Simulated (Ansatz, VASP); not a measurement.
**S in VASP and in Ansatz**

```xyz
1
Lattice="0.0000 1.9940 1.9940 1.9940 0.0000 1.9940 1.9940 1.9940 0.0000" Properties=species:S:1:pos:R:3 pbc="T T T"
S     0.0000    0.0000    0.0000
```

Alike in both runs: task single point; functional PBEsol; k mesh 16 × 16 × 16; occupations fermi-dirac, width 0.03 eV; no spin polarisation.

|  | VASP | Ansatz |
| --- | --- | --- |
| version | VASP 6.6.1 | Ansatz 0.2.0 |
| potentials or method | VASP PAW PBE potentials, release 64 (S), cutoff 520 eV | all-electron LAPW, scalar-relativistic |

|  | VASP | Ansatz | Ansatz less VASP |
| --- | --- | --- | --- |
| pressure (GPa) | -5.1 | -5.1 | -0.01 |

Ansatz ran all-electron here, so the differences hold the error of VASP's frozen core and of both bases.

Caveats: the PAW data sets were made with another functional, which shifts forces and pressure a little (VASP).
